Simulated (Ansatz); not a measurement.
Input and command of a plane-wave DFT calculation in Ansatz:

```yaml
crystal:
  lattice:
    - [-2.618, 2.618, 2.7489]
    - [2.618, -2.618, 2.7489]
    - [2.618, 2.618, -2.7489]
  atoms:
    - { symbol: K, position: [0.0, 0.0, 0.0] }
basis:
  ecutwfc: 420
kpoints:
  mp_grid: { grid: [14, 14, 14] }
hamiltonian:
  xc: pbe
scf:
  occupations: { method: gaussian, width: 0.15 }
output:
  forces: true
  stress: true
  eigenvalues: true
```

```bash
ansatz run input.yaml --threads 1 --pin off --max-ram 2560MiB --backend cpu --events-out ev --progress --plain --runs-dir out
```

Processor: Arm Neoverse V1, 1 thread, on a host shared with other jobs.

Task: How long does it run, and how much memory does it take?

Result: About 9.2 s on 1 thread of Arm Neoverse V1 (shared host), peak memory 0.43 GiB. It solves 9 bands at 244 k points (the mesh reduced by symmetry) with about 1489 plane waves, in 6 SCF iterations.
